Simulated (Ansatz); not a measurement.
# TiNi and the effect of the fixed moment of the cell

Symmetry: P4/nmm, No. 129, tetragonal system. The conventional cell has a = 3.822 Å, b = 3.822 Å, c = 3.636 Å, α = 90.00°, β = 90.00°, γ = 90.00°. Around Ni (site symmetry -4m2) lie 8 Ti at 2.59 to 2.69 Å and 4 Ni at 2.70 Å. Ti (site symmetry 4mm) has 8 Ni at 2.59 to 2.69 Å and 4 Ti at 2.71 Å as nearest neighbours.

The cell comes from a database or a generator and needn't be the stable form of this composition.

Kept alike: task single point; functional PBEsol; k mesh 6 × 6 × 6; occupations fermi-dirac, width 0.05 eV. Program: Ansatz, Ansatz PAW, cutoff 420 eV. The mesh is that of the run's cell of 4 atoms. No spin-orbit coupling.

```csv
"fixed moment of cell, M (μB)",pressure (GPa),largest site moment (μB),free energy over the lowest row (meV/atom)
0,-4.95,0.00,0.00
1,-4.66,0.28,4.51
2,-3.81,0.54,27.00
3,-1.90,0.78,91.00
4,0.60,0.97,195.13
5,3.59,1.14,354.82
6,7.27,1.31,578.61
8,18.14,1.67,1302.39
```

Pressure is positive in compression, with a Pulay correction for the finite cutoff. For a metal such a mesh leaves the last digits unconverged. The runs hold the magnetic state that their start led to, which needn't be the lowest. Site moments count inside each atom's sphere or projector. All rows use potentials made for PBE.

The pressure rises from -4.95 to 18.14 GPa between 0 and 8 μB. The largest site moment rises from 0.00 to 1.67 μB between 0 and 8 μB. The free energy rises from 0.00 to 1302.39 meV/atom between 0 and 8 μB.
